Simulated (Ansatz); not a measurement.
An Ansatz input:

```yaml
crystal:
  lattice:
    - [6.5491427225, 0.0, 0.0]
    - [-3.2745713612, 5.6717239707, 0.0]
    - [0.0, 0.0, 5.7800977719]
  atoms:
    - { symbol: Te, position: [0.1748769752, 1.0, 0.3333333333] }
    - { symbol: Te, position: [1.0, 0.1748769752, 0.6666666667] }
    - { symbol: Te, position: [0.8251230248, 0.8251230248, 0.0] }
hamiltonian:
  xc: rpbe
  pseudopotentials:
    kind: paw_fr
    azcp:
      Te: "pseudopotentials/Te.paw.azcp"
basis:
  ecutwfc: 420
  fft_grid_basis: typed
kpoints:
  mp_grid: { grid: [4, 4, 4], shift: [0, 0, 0] }
magnetization:
  noncollinear: true
  spin_orbit: true
scf:
  occupations: { method: fermi_dirac, width: 0.05 }
```

Output

```
Engine: ansatz 0.2.0, x86_64-unknown-linux-gnu
Pseudopotentials: kind: paw_fr
Pseudopotential: Te, paw_fr, valence charge 16, recommended cutoff 420 eV (normal) 
Functional definition: RPBE
  parameter kappa = 0.804
  parameter beta = 0.06672455060314922
  exchange = rpbe_x(kappa = kappa, mu = beta*pi^2/3)
  correlation = pbe_c(beta = beta)
non-collinear run that drives no moment, with spin-orbit: no starting moment large enough to seed its density (crystal.atoms[].spin), no starting occupations that ask for one, no magnetisation constraint and no magnetic field, so the semilocal B_xc is pinned to zero
Crystal: 3 atoms, lattice volume = 214.701 Å³
Basis set: ecut = 420 eV, 4171 PW (Γ)
Bands: 58, of which v1, the nominal top of the filled ones, is band 48 counted from 1 (47 counted from 0)
Symmetry: 6 space group operations + 6 with time reversal
Magnetic group: BNS 152.34 (UNI 1264), of the structure as read, at distance tolerance 6.0e-5 Å
k-points: 13 of 64 (time reversal used)
Projection manifold: j_resolved (fully-relativistic pseudo-atomic orbitals)
Non-local potential: Te, projectors of the file, l = 0: 2, l = 1: 4, l = 2: 4, l = 3: 4
PAW form: soft (Blöchl's): semilocal exchange-correlation on the pseudo side does not see the compensation charge
PAW frozen core: Te, regenerated for the run's functional, and the local potential with it (the file was generated under x = pbe(κ = 0.804, μ = 0.2195149727645171), c = pbe(β = 0.06672455060314922))
PAW one-centre angular grid: Te, 590 points (default); XC on 64 Gauss nodes
Initial density: superposition of atomic densities (chi_scale 0.1, normalization cell)
Initial wavefunctions: pseudopotential atomic-orbital guess
Functional: x = rpbe, c = pbe(β = 0.06672455060314922)
SCF iter   1: F=—  HF=-20974.788033 eV  |F-HF|=—  |Δ(HF+E_count)|=         —  Δρ=1.49e-2  dr2=4.40e-1  dr2_m=0.00e0 (ungated)  ethr=3.10e-3  |M|=0.00e0 ∫|m|=0.00e0 μB  |m|>n=0.0e0 m-floor=0.0e0 τ_xc=0.0e0  β_m=0.30  ⟨swp⟩=12.8  Hψ=4399  notcnv=0
spin=Noncollinear: Resta preconditioning applied to the charge; magnetization (m_x, m_y, m_z) channels mix plain (no charge-response kernel on spin).
SCF iter   2: F=—  HF=-20974.749973 eV  |F-HF|=—  |Δ(HF+E_count)|=   3.81e-2  Δρ=1.08e-2  dr2=2.42e-1  dr2_m=0.00e0 (ungated)  ethr=9.16e-4  |M|=0.00e0 ∫|m|=0.00e0 μB  |m|>n=0.0e0 m-floor=0.0e0 τ_xc=0.0e0  β_m=0.65  ⟨swp⟩=1.1  Hψ=873  notcnv=0
SCF iter   3: F=—  HF=-20974.714822 eV  |F-HF|=—  |Δ(HF+E_count)|=   3.52e-2  Δρ=1.30e-3  dr2=4.19e-3  dr2_m=0.00e0 (ungated)  ethr=5.04e-4  |M|=0.00e0 ∫|m|=0.00e0 μB  |m|>n=0.0e0 m-floor=0.0e0 τ_xc=0.0e0  β_m=0.62  ⟨swp⟩=3.0  Hψ=921  notcnv=0  defer=11
SCF iter   4: F=—  HF=-20974.715985 eV  |F-HF|=—  |Δ(HF+E_count)|=   1.16e-3  Δρ=6.53e-4  dr2=8.87e-4  dr2_m=0.00e0 (ungated)  ethr=8.74e-6  |M|=0.00e0 ∫|m|=0.00e0 μB  |m|>n=0.0e0 m-floor=0.0e0 τ_xc=0.0e0  β_m=0.81  ⟨swp⟩=3.0  Hψ=1463  notcnv=0  defer=45
SCF iter   5: F=—  HF=-20974.716661 eV  |F-HF|=—  |Δ(HF+E_count)|=   6.76e-4  Δρ=1.35e-4  dr2=7.67e-5  dr2_m=0.00e0 (ungated)  ethr=1.85e-6  |M|=0.00e0 ∫|m|=0.00e0 μB  |m|>n=0.0e0 m-floor=0.0e0 τ_xc=0.0e0  β_m=0.83  ⟨swp⟩=2.0  Hψ=986  notcnv=0  defer=45
SCF iter   6: F=—  HF=-20974.716631 eV  |F-HF|=—  |Δ(HF+E_count)|=   3.03e-5  Δρ=4.52e-5  dr2=7.24e-6  dr2_m=0.00e0 (ungated)  ethr=1.60e-7  |M|=0.00e0 ∫|m|=0.00e0 μB  |m|>n=0.0e0 m-floor=0.0e0 τ_xc=0.0e0  β_m=0.91  ⟨swp⟩=2.7  Hψ=1088  notcnv=0  defer=45
SCF iter   7: F=—  HF=-20974.716634 eV  |F-HF|=—  |Δ(HF+E_count)|=   2.49e-6  Δρ=1.17e-5  dr2=6.33e-7  dr2_m=0.00e0 (ungated)  ethr=1.51e-8  |M|=0.00e0 ∫|m|=0.00e0 μB  |m|>n=0.0e0 m-floor=0.0e0 τ_xc=0.0e0  β_m=0.88  ⟨swp⟩=3.0  Hψ=1527  notcnv=0  defer=45
SCF iter   8: F=-20974.716634 eV  HF=-20974.716634 eV  |F-HF|=9.04e-9  |Δ(HF+E_count)|=   5.23e-8  Δρ=4.15e-6  dr2=5.58e-8  dr2_m=0.00e0 (ungated)  ethr=2.08e-10  |M|=0.00e0 ∫|m|=0.00e0 μB  |m|>n=0.0e0 m-floor=0.0e0 τ_xc=0.0e0  ⟨swp⟩=3.7  Hψ=1695  notcnv=0
SCF 1 converged in 8 iterations: F = -20974.716634 eV  dr2 = 5.58e-8
SCF converged after 8 iterations
Magnetization: |M| = 0.0000 μB,  M = (+0.0000, +0.0000, +0.0000) μB
Absolute magnetization: 0.0000 μB (∫|m|)
  site 0: m = (+0.0000, +0.0000, +0.0000) μB, |m| = 0.0000 μB  (R = 1.14 Å)
  site 1: m = (+0.0000, +0.0000, +0.0000) μB, |m| = 0.0000 μB  (R = 1.14 Å)
  site 2: m = (+0.0000, +0.0000, +0.0000) μB, |m| = 0.0000 μB  (R = 1.14 Å)
Free energy (F): -20974.716634 eV
Harris-Foulkes:  -20974.716634 eV  (|F-HF|=9.04e-9)
Internal energy: -20974.716633 eV  (E = F + TS)
E sigma→0 (E₀):  -20974.716633 eV
Entropy (-TS):   -0.000001 eV (-0.000 meV/atom)
Fermi energy:    1.827770 eV
--- Per-component energies (eV) ---
  E_band       = -1121.015761
  E_kinetic    = 538.395050
  E_local      = -6749.324228  (includes V_loc(G=0)·N_el)
  E_nonlocal   = -932.107779
  E_hartree    = 3734.453502
  E_xc         = -371.403351
  E_vxc        = -308.406789  (∫ρ·V_xc dr)
  E_paw        = -14022.381742  (= ΣΔE_a)
  E_vpaw       = -1138.474406  (= ΣTr[D̂ρ^β])
  E_aug_tail   = -0.000553  (compensation charges beyond the density's cutoff)
  E_ewald      = -3172.231715
  E_core_change = -0.115817  (= ΣΔE_core)
  E_smearing   = -0.000001  (= −TS)
  E_closure    = 0.000000  (closes the sum)
  Σ components = -20974.716634   (vs F -20974.716634, Δ=0.00e0)
```
